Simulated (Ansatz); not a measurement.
(111) slab cut from the bulk of Pt, Fm-3m (No. 225); the slab's formula is Pt:

```yaml
crystal:
  lattice:
    - [2.80729, 0.00000, 0.00000]
    - [-1.40365, 2.43119, 0.00000]
    - [0.00000, 0.00000, 24.16858]
  atoms:
    - { symbol: Pt, position: [0.66667, 0.33333, 0.31032] }
    - { symbol: Pt, position: [0.33333, 0.66667, 0.40516] }
    - { symbol: Pt, position: [0.00000, 0.00000, 0.50000] }
    - { symbol: Pt, position: [0.66667, 0.33333, 0.59484] }
    - { symbol: Pt, position: [0.33333, 0.66667, 0.68968] }
```

Computed with DFT PBE, scalar-relativistic, plane waves, PAW (Ansatz 0.2.0). Cutoff 420 eV; k points 12×12×1 on the computed 5-atom cell (Γ-centred); Gaussian smearing, width 0.10 eV; no spin polarisation. A dipole correction removes the field between periodic images along c.

Task: What forces act on the atoms?

Result:
| atom | Fx (eV/Å) | Fy (eV/Å) | Fz (eV/Å) |
| --- | --- | --- | --- |
| Pt1 | 0.000 | 0.000 | -0.113 |
| Pt2 | 0.000 | 0.000 | 0.259 |
| Pt3 | 0.000 | 0.000 | 0.000 |
| Pt4 | 0.000 | 0.000 | -0.259 |
| Pt5 | 0.000 | 0.000 | 0.113 |

Spin–orbit coupling is left out, which can shift energies with elements as heavy as these.

Cost: 1 run of about 0.34 core-minutes, on Intel Xeon Platinum 8259CL (Skylake/Cascade Lake) (shared hosts).